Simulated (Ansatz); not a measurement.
## Ta, diamond: how the functional moves the structure

All rows: Ansatz, plane waves with scalar-relativistic PAW, 420 eV (500 eV for the SCAN forms), relaxed under each functional, no dispersion correction, no zero-point motion. B₀ comes from uniform scaling at fixed shape; a dash is a value not given.

| functional | V (Å³/atom) | cell | B₀ (GPa) | magnetic state | ΔE to bcc (meV/atom) |
| --- | --- | --- | --- | --- | --- |
| PBE | 28.46 | a = 6.106 Å | 70 | spin not included | 2896 |
| r²SCAN | 27.81 | a = 6.060 Å | 70 | spin not included | 3130 |
| PBEsol | 27.06 | a = 6.005 Å | 76 | spin not included | 3042 |
| LDA | 26.12 | a = 5.934 Å | 80 | spin not included | 3004 |
| revPBE | 29.01 | a = 6.145 Å | 67 | spin not included | 2865 |
| RPBE | 29.25 | a = 6.162 Å | 66 | spin not included | 2853 |
| BLYP | 29.87 | a = 6.205 Å | 64 | spin not included | 2307 |

LDA gives the smallest volume and BLYP the largest.
